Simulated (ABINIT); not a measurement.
The system is Ge.

```
Ge
1.0
     1.39715   -2.60052    0.00000
     1.39715    2.60052    0.00000
     0.00000    0.00000    2.69823
Ge
1
Direct
  0.50000 0.50000 0.00000
```

This isn't the form of Ge at room conditions, which is diamond.

- Program: ABINIT 10.8.3 (patched build)
- Task: relaxation of cell and atoms
- Functional: PBE
- Dispersion: D3(BJ)
- Potentials or basis: JTH PAW PBE v2.0
- Cutoff: 599 eV
- k mesh: 11 × 11 × 10
- Occupations: fermi-dirac, width 0.05 eV
- Spin: no spin polarisation

At the start: pressure -3.1 GPa; volume 19.61 Å³/atom.

Task: How do energy, volume and symmetry change on relaxing?

Result: Over 8 steps the energy falls by 14.9 meV/atom and the volume is 18.65 Å³/atom (-4.9 %); space group P6/mmm (No. 191, to 0.05 Å).

The path:
| step | energy change (eV) | largest force (eV/Å) | pressure (GPa) | volume (Å³) |
| --- | --- | --- | --- | --- |
| 1 | 0.0000 | 0.0000 | -3.10 | 19.61 |
| 2 | -0.0040 | 0.0000 | -2.54 | 19.42 |
| 3 | -0.0141 | 0.0000 | 0.42 | 18.56 |
| 4 | -0.0145 | 0.0000 | 0.15 | 18.62 |
| 5 | -0.0148 | 0.0000 | -0.04 | 18.67 |
| 6 | -0.0149 | 0.0000 | -0.06 | 18.66 |
| 7 | -0.0149 | 0.0000 | -0.07 | 18.67 |
| 8 | -0.0149 | 0.0000 | -0.01 | 18.65 |

Final structure:
```xyz
1
Lattice="1.4080 -2.4684 0.0000 1.4080 2.4684 0.0000 0.0000 0.0000 2.6832" Properties=species:S:1:pos:R:3 pbc="T T T"
Ge    1.4080    0.0000    0.0000
```

Caveat: pairwise dispersion overbinds metals, which lowers pressure and volume.
